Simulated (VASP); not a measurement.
# Sc (I4/mmm) in VASP: notebook

Runs on Sc. Level: PBE. Tasks: single point.

All numbers are computed with VASP 6.6.1; they aren't measurements. Logs are shortened: lines on timing, memory, paths and dates and some standing lists are left out, and cuts for length are marked.

## (1) The cell of the first run

Symmetry: I4/mmm, No. 139, tetragonal system. The conventional cell has a = 3.719 Å, b = 3.719 Å, c = 3.487 Å, α = 90.00°, β = 90.00°, γ = 90.00°. Sc (site symmetry 4/mmm) has 10 Sc at 3.16 to 3.49 Å as nearest neighbours.

This isn't the form of Sc at room conditions, which is hcp.

## (2) Single point, PBE (strain -0.030 along x and y, +0.015 along z, atoms carried along)

Contents of INCAR:

```
  PREC = Accurate
  ENCUT = 520
  EDIFF = 1E-6
  ISMEAR = 0
  SIGMA = 0.15
  LREAL = False
  LASPH = True
  NELM = 100
  ALGO = Fast
  ISIF = 2
  LWAVE = False
  LCHARG = False
  GGA = PE
  NBANDS = 12
```

Contents of KPOINTS:

```
regular mesh
0
Gamma
  18 18 18
```

Contents of POSCAR:

```
Sc
1.0
   -1.8596893213      1.8596893213      1.7433670450
    1.8596893213     -1.8596893213      1.7433670450
    1.8596893213      1.8596893213     -1.7433670450
Sc
1
Direct
    0.0000000000      0.0000000000      0.0000000000
```

Potentials or basis: VASP PAW PBE potentials, release 64 (Sc_sv).

Command:

```console
cat potpaw_PBE.64/Sc_sv/POTCAR > POTCAR
mpirun -np 1 vasp_std > vasp.out
```

OUTCAR:

```text
PREC = Accurate
   ENCUT = 520
   EDIFF = 1E-6
   ISMEAR = 0
   LREAL = False
   LASPH = True
   NELM = 100
   ISIF = 2
   GGA = PE

 ion  position               nearest neighbor table
   1  0.000  0.000  0.000-

  LATTYP: Found a body centered tetragonal cell.
 ALAT       =     3.7193786426
 C/A-ratio  =     0.9374506941

  Lattice vectors:

 A1 = (  -1.8596893213,   1.8596893213,   1.7433670450)
 A2 = (   1.8596893213,  -1.8596893213,   1.7433670450)
 A3 = (   1.8596893213,   1.8596893213,  -1.7433670450)

Analysis of symmetry for initial positions (statically):
=====================================================================
 Subroutine PRICEL returns:
 Original cell was already a primitive cell.

 Routine SETGRP: Setting up the symmetry group for a
 body centered tetragonal supercell.

 Subroutine GETGRP returns: Found 16 space group operations
 (whereof 16 operations were pure point group operations)
 out of a pool of 16 trial point group operations.

The static configuration has the point symmetry D_4h.

Analysis of symmetry for dynamics (positions and initial velocities):
=====================================================================
 Subroutine PRICEL returns:
 Original cell was already a primitive cell.

 Routine SETGRP: Setting up the symmetry group for a
 body centered tetragonal supercell.

 Subroutine GETGRP returns: Found 16 space group operations
 (whereof 16 operations were pure point group operations)
 out of a pool of 16 trial point group operations.

The dynamic configuration has the point symmetry D_4h.

 Subroutine INISYM returns: Found 16 space group operations
 (whereof 16 operations are pure point group operations),
 and found     1 'primitive' translations

----------------------------------------------------------------------------------------

                                     Primitive cell

  volume of cell :      24.1174

  direct lattice vectors                    reciprocal lattice vectors
    -1.859689321  1.859689321  1.743367045     0.000000000  0.268862113  0.286801337
     1.859689321 -1.859689321  1.743367045     0.268862113  0.000000000  0.286801337
     1.859689321  1.859689321 -1.743367045     0.268862113  0.268862113  0.000000000

  length of vectors
     3.155347429  3.155347429  3.155347429     0.393118103  0.393118103  0.380228446

  position of ions in fractional coordinates (direct lattice)
     0.000000000  0.000000000  0.000000000

  ion indices of the primitive-cell ions
   primitive index   ion index
                 1           1

----------------------------------------------------------------------------------------

 KPOINTS: regular mesh

Automatic generation of k-mesh.
 Grid dimensions read from file:
 generate k-points for:   18   18   18

 Generating k-lattice:

  Cartesian coordinates                     Fractional coordinates (reciprocal lattice)
     0.000000000  0.014936784  0.015933408     0.055555556 -0.000000000  0.000000000
     0.014936784  0.000000000  0.015933408    -0.000000000  0.055555556  0.000000000
     0.014936784  0.014936784  0.000000000     0.000000000  0.000000000  0.055555556

  Length of vectors
     0.021839895  0.021839895  0.021123803

  Shift w.r.t. Gamma in fractional coordinates (k-lattice)
     0.000000000  0.000000000  0.000000000

 Subroutine IBZKPT returns following result:
 ===========================================

 Found    480 irreducible k-points:

 Following reciprocal coordinates:
            Coordinates               Weight
  0.000000  0.000000  0.000000      1.000000
  0.055556  0.000000 -0.000000      8.000000
  0.111111  0.000000 -0.000000      8.000000
  0.166667 -0.000000  0.000000      8.000000
  0.222222 -0.000000  0.000000      8.000000
  0.277778  0.000000  0.000000      8.000000
[... 16 lines left out ...]
 -0.277778  0.055556  0.000000     16.000000
 -0.222222  0.055556 -0.000000     16.000000
 [... further k-points ...]
   k-points           NKPTS =    480   k-points in BZ     NKDIM =    480   number of bands    NBANDS=     12
   number of dos      NEDOS =    301   number of ions     NIONS =      1
   total plane-waves  NPLWV =  13824
   dimension x,y,z NGX =    24 NGY =   24 NGZ =   24
   dimension x,y,z NGXF=    48 NGYF=   48 NGZF=   48
   ions per type =               1
   NGX,Y,Z   is equivalent  to a cutoff of  12.64, 12.64, 12.64 a.u.
   NGXF,Y,Z  is equivalent  to a cutoff of  25.29, 25.29, 25.29 a.u.
 SYSTEM =  unknown system
   PREC   = accura    normal or accurate (medium, high low for compatibility)
   ISTART =      0    job   : 0-new  1-cont  2-samecut
   ICHARG =      2    charge: 1-file 2-atom 10-const
   ISPIN  =      1    spin polarized calculation?
   LNONCOLLINEAR =      F non collinear calculations
   LSORBIT =      F    spin-orbit coupling
   LASPH  =      T    aspherical Exc in radial PAW
   ENCUT  =  520.0 eV  38.22 Ry    6.18 a.u.   5.87  5.87  5.87*2*pi/ulx,y,z
   NELM   =    100;   NELMIN=  2; NELMDL= -5     # of ELM steps
   EDIFF  = 0.1E-05   stopping-criterion for ELM
   LREAL  =      F    real-space projection
   EDIFFG = 0.1E-04   stopping-criterion for IOM
   NSW    =      0    number of steps for IOM
   IBRION =     -1    ionic relax: 0-MD 1-quasi-New 2-CG
   NFREE  =      0    steps in history (QN), initial steepest desc. (CG)
   ISIF   =      2    stress and relaxation
   ISYM   =      2    0-nonsym 1-usesym 2-fastsym
   POTIM  = 0.5000    time-step for ionic-motion
   TEBEG  =    0.0;   TEEND  =   0.0 temperature during run
   PSTRESS=    0.0 pullay stress
   NELECT =      11.0000    total number of electrons
   NUPDOWN=      -1.0000    fix difference up-down
   EMIN   =  10.00;   EMAX   =-10.00  energy-range for DOS
   EFERMI =   0.00;   METHOD = LEGACY
   ISMEAR =     0;   SIGMA  =   0.15  broadening in eV -4-tet -1-fermi 0-gaus
   EFERMI_NEDOS =   21; number of points for ismear=-14 and -15
   IALGO  =     68    algorithm
   IMIX   =      4    mixing-type and parameters
     AMIX     =   0.40;   BMIX     =  1.00
     AMIX_MAG =   1.60;   BMIX_MAG =  1.00
  volume/ion in A,a.u.               =      24.12       162.75
  Fermi-wavevector in a.u.,A,eV,Ry     =   1.260170  2.381376 21.606443  1.588029
  Thomas-Fermi vector in A             =   2.393693
   LORBIT       =      0    0 simple, 1 ext, 2 COOP (PROOUT), +10 PAW based schemes
   GGA     = PE    functional components
   LHFCALC =     F    Hartree Fock is set to
   AEXX    =    0.0000 exact exchange contribution
   IVDW    =     0    specifies the selected vdW correction
   LEPSILON=     F    determine dielectric tensor
   LRPA    =     F    only Hartree local field effects (RPA)
 non-spin polarized calculation
 RMM-DIIS sequential band-by-band and
 Gauss-broadening in eV      SIGMA  =   0.15
  energy-cutoff  :      520.00
  volume of cell :       24.12
 maximum number of plane-waves:       668
   NGX = 11   NGY = 11   NGZ = 11

 number of electron      10.9999998 magnetization

 Free energy of the ion-electron system (eV)
  ---------------------------------------------------
  ext. energy  EPLUGINS =         0.00000000
  ---------------------------------------------------
  free energy    TOTEN  =        -6.15389964 eV

  energy without entropy =       -6.12493789  energy(sigma->0) =       -6.13941876

 E-fermi :   3.9248     XC(G=0):  -9.9684

 val. band max:        3.9239202102   @ k =   0.2778   0.1667   0.0556
 cond. band min:       3.9250564544   @ k =  -0.2222   0.4444   0.1111
 fundamental gap:      0.0011362442
 Fermi energy:         3.9248349236

 k-point     1 :       0.0000    0.0000    0.0000
  band No.  band energies     occupation
      1     -45.6015      2.00000
      2     -24.0023      2.00000
      3     -24.0023      2.00000
      4     -23.9870      2.00000
      5      -1.3562      2.00000
      6       5.1487      0.00000
      7       5.5661      0.00000
      8       5.5661      0.00000
      9       6.5918      0.00000
     10       7.0678      0.00000
     11      17.8492      0.00000
     12      17.8495      0.00000

 k-point     2 :       0.0556    0.0000   -0.0000
  band No.  band energies     occupation
      1     -45.5993      2.00000
      2     -24.0110      2.00000
      3     -24.0066      2.00000
      4     -23.9919      2.00000
      5      -1.2695      2.00000
      6       5.1569      0.00000
      7       5.5455      0.00000
      8       5.5738      0.00000
      9       6.5907      0.00000
     10       7.0263      0.00000
     11      17.8275      0.00000
     12      17.9397      0.00000

 k-point     3 :       0.1111    0.0000   -0.0000
  band No.  band energies     occupation
      1     -45.5931      2.00000
      2     -24.0465      2.00000
      3     -24.0189      2.00000
      4     -23.9956      2.00000
      5      -1.0143      2.00000
      6       5.1131      0.00000
      7       5.4617      0.00000
      8       5.6716      0.00000
      9       6.5946      0.00000
     10       6.9384      0.00000
     11      17.6566      0.00000
     12      18.1946      0.00000
[... 286 lines left out ...]
 k-point    23 :      -0.2778    0.0556    0.0000
  band No.  band energies     occupation
      1     -45.5653      2.00000
      2     -24.2124      2.00000
      3     -24.0726      2.00000
      4     -24.0041      2.00000
      5       0.2658      2.00000
      6       4.6290      0.00000
      7       4.8348      0.00000
      8       6.5571      0.00000
      9       6.6971      0.00000
     10       6.9621      0.00000
     11      15.3497      0.00000
     12      16.3869      0.00000

 k-point    24 :      -0.2222    0.0556   -0.0000
  band No.  band energies     occupation
      1     -45.5773      2.00000
      2     -24.1433      2.00000
      3     -24.0470      2.00000
      4     -24.0014      2.00000
      5      -0.3127      2.00000
      6       4.8406      0.00000
      7       5.1285      0.00000
      8       6.1843      0.00000
      9       6.5331      0.00000
     10       6.9576      0.00000
     11      16.5410      0.00000
     12      17.0549      0.00000

 [... further k-points ...]

------------------------ aborting loop because EDIFF is reached ----------------------------------------

  FORCE on cell =-STRESS in cart. coord.  units (eV):
  Direction    XX          YY          ZZ          XY          YZ          ZX
  --------------------------------------------------------------------------------------
  -------------------------------------------------------------------------------------
  Total        0.2416704      0.2416704      0.3033078      0.0000000      0.0000000      0.0000000
  in kB       16.0547816     16.0547816     20.1495120      0.0000000      0.0000000      0.0000000
  external PRESSURE =      17.4196917 kB  Pullay stress =       0.0000000 kB

 VOLUME and BASIS-vectors are now :
 -----------------------------------------------------------------------------
  energy-cutoff  :      520.00
  volume of cell :       24.12
      direct lattice vectors                 reciprocal lattice vectors
    -1.859689321  1.859689321  1.743367045     0.000000000  0.268862113  0.286801337
     1.859689321 -1.859689321  1.743367045     0.268862113  0.000000000  0.286801337
     1.859689321  1.859689321 -1.743367045     0.268862113  0.268862113  0.000000000

 POSITION                                       TOTAL-FORCE (eV/Angst)
 -----------------------------------------------------------------------------------
      0.00000      0.00000      0.00000        -0.000000      0.000000      0.000000
 -----------------------------------------------------------------------------------
    total drift:                               -0.000000      0.000000      0.000000

  FREE ENERGIE OF THE ION-ELECTRON SYSTEM (eV)
  ---------------------------------------------------
  free  energy   TOTEN  =        -6.1538996419 eV

  energy  without entropy=       -6.1249378868  energy(sigma->0) =       -6.13941876
```

Run time: 52 s. Hardware: 1 thread of Intel Xeon Platinum 8375C at 2.90GHz (Ice Lake), shared host; peak memory 0.24 GiB.

What came out:

- Free energy: -6.1539 eV
- Pressure: 1.7 GPa
- Band gap on the k mesh: none (metal or under the smearing width)

## (3) Single point, PBE (strain -0.030 along x and y, +0.030 along z, atoms carried along)

Contents of INCAR:

```
PREC = Accurate
ENCUT = 520
EDIFF = 1E-6
ISMEAR = 0
SIGMA = 0.15
LREAL = False
LASPH = True
NELM = 100
ALGO = Fast
ISIF = 2
LWAVE = False
LCHARG = False
GGA = PE
NBANDS = 12
```

Contents of KPOINTS:

```
Automatic mesh
0
Gamma
  18 18 18
```

Contents of POSCAR:

```
Sc
1.0
   -1.8596893213      1.8596893213      1.7691310900
    1.8596893213     -1.8596893213      1.7691310900
    1.8596893213      1.8596893213     -1.7691310900
Sc
1
Direct
    0.0000000000      0.0000000000      0.0000000000
```

Potentials or basis: VASP PAW PBE potentials, release 64 (Sc_sv).

Command:

```console
cat potpaw_PBE.64/Sc_sv/POTCAR > POTCAR
mpirun -np 1 vasp_std > vasp.out
```

Run time: 58 s. Hardware: 1 thread of Intel Xeon Platinum 8375C at 2.90GHz (Ice Lake), shared host; peak memory 0.25 GiB.

Results (log left out):

| Property | Result |
| --- | --- |
| Free energy | -6.1575 eV |
| Pressure | 0.9 GPa |
| Band gap on the k mesh | none (metal or under the smearing width) |

Stress tensor (GPa, compression positive):
```
0.84 0.00 0.00
0.00 0.84 0.00
0.00 0.00 1.09
```

Levels at points of the mesh, in eV from the Fermi level:
```tsv
k point	band 1	band 2	band 3	band 4	band 5	band 6	band 7	band 8	band 9	band 10
(0.00, 0.00, 0.00)	-49.57	-27.98	-27.98	-27.96	-5.25	1.26	1.58	1.58	2.69	3.05
(0.50, 0.00, 0.00)	-49.50	-28.37	-28.11	-27.98	-1.77	0.17	0.56	2.89	3.32	4.19
(0.50, 0.50, 0.00)	-49.51	-28.38	-28.08	-27.97	-1.82	0.29	0.54	2.62	3.08	4.16
(0.50, 0.50, 0.50)	-49.46	-28.27	-28.27	-28.22	-1.30	-1.18	3.88	3.88	3.94	5.85
```

(Continued in part 2 of 2.)
